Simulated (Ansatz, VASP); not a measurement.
## Mg: VASP beside Ansatz

Contents of INCAR:

```
  PREC = Accurate
  ENCUT = 520
  EDIFF = 1E-6
  ISMEAR = -1
  SIGMA = 0.05
  LREAL = F
  LASPH = T
  NELM = 80
  ALGO = Normal
  ISIF = 2
  LWAVE = F
  LCHARG = F
  GGA = PE
```

The input KPOINTS:

```
Automatic mesh
0
Gamma
  10 10 5
```

The input POSCAR:

```
Mg
1.0
    3.2093000000      0.0000000000      0.0000000000
   -1.6046500000      2.7793353284      0.0000000000
    0.0000000000      0.0000000000      5.2103000000
Mg
2
Direct
    0.6666666667      0.3333333333      0.7500000000
    0.3333333333      0.6666666667      0.2500000000
```

Contents of KPOINTS_OPT:

```
path GMKGALHA,LM,KH
15
line-mode
reciprocal
 0.0000000000  0.0000000000  0.0000000000  G
 0.5000000000  0.0000000000  0.0000000000  M

 0.5000000000  0.0000000000  0.0000000000  M
 0.3333333333  0.3333333333  0.0000000000  K

 0.3333333333  0.3333333333  0.0000000000  K
 0.0000000000  0.0000000000  0.0000000000  G

 0.0000000000  0.0000000000  0.0000000000  G
 0.0000000000  0.0000000000  0.5000000000  A

 0.0000000000  0.0000000000  0.5000000000  A
 0.5000000000  0.0000000000  0.5000000000  L

 0.5000000000  0.0000000000  0.5000000000  L
 0.3333333333  0.3333333333  0.5000000000  H

 0.3333333333  0.3333333333  0.5000000000  H
 0.0000000000  0.0000000000  0.5000000000  A

 0.5000000000  0.0000000000  0.5000000000  L
 0.5000000000  0.0000000000  0.0000000000  M

 0.3333333333  0.3333333333  0.0000000000  K
 0.3333333333  0.3333333333  0.5000000000  H
```

The input input.yaml:

```yaml
crystal:
  lattice:
    - [3.2093, 0.0, 0.0]
    - [-1.60465, 2.7793353284, 0.0]
    - [0.0, 0.0, 5.2103]
  atoms:
    - { symbol: Mg, position: [0.6666666667, 0.3333333333, 0.75] }
    - { symbol: Mg, position: [0.3333333333, 0.6666666667, 0.25] }
hamiltonian:
  xc: pbe
  pseudopotentials: { kind: paw }
kpoints:
  mp_grid: { grid: [10, 10, 5] }
  band_path:
    path:
      - [[0.0, 0.0, 0.0], [0.5, 0.0, 0.0], [0.3333333333, 0.3333333333, 0.0], [0.0, 0.0, 0.0], [0.0, 0.0, 0.5], [0.5, 0.0, 0.5], [0.3333333333, 0.3333333333, 0.5], [0.0, 0.0, 0.5]]
      - [[0.5, 0.0, 0.5], [0.5, 0.0, 0.0]]
      - [[0.3333333333, 0.3333333333, 0.0], [0.3333333333, 0.3333333333, 0.5]]
    npoints: 14
scf:
  occupations: { method: fermi_dirac, width: 0.05 }
  n_extra_bands: 6
output:
  forces: true
  stress: true
  eigenvalues: true
  fatbands: false
```

Alike in both runs: task band structure; functional PBE; k mesh 10 × 10 × 5; occupations fermi-dirac, width 0.05 eV; no spin polarisation.

|  | VASP | Ansatz |
| --- | --- | --- |
| version | VASP 6.6.1 | Ansatz 0.2.0 |
| potentials or method | VASP PAW PBE potentials, release 64 (Mg_pv) | Ansatz PAW |
| plane-wave cutoff (eV) | 520 | 420 |
| valence electrons in the cell | 16 | 20 |

```csv
,VASP,Ansatz,Ansatz less VASP
gap on the k mesh at the Fermi level (eV),none,none,-
pressure (GPa),-0.5,-0.4,+0.13
largest component of the traceless stress (GPa),0.78,0.78,0.000
```

A gap of «none» marks a metal or a gap that the smearing closes. The two sets of potentials don't hold the same shells in valence.
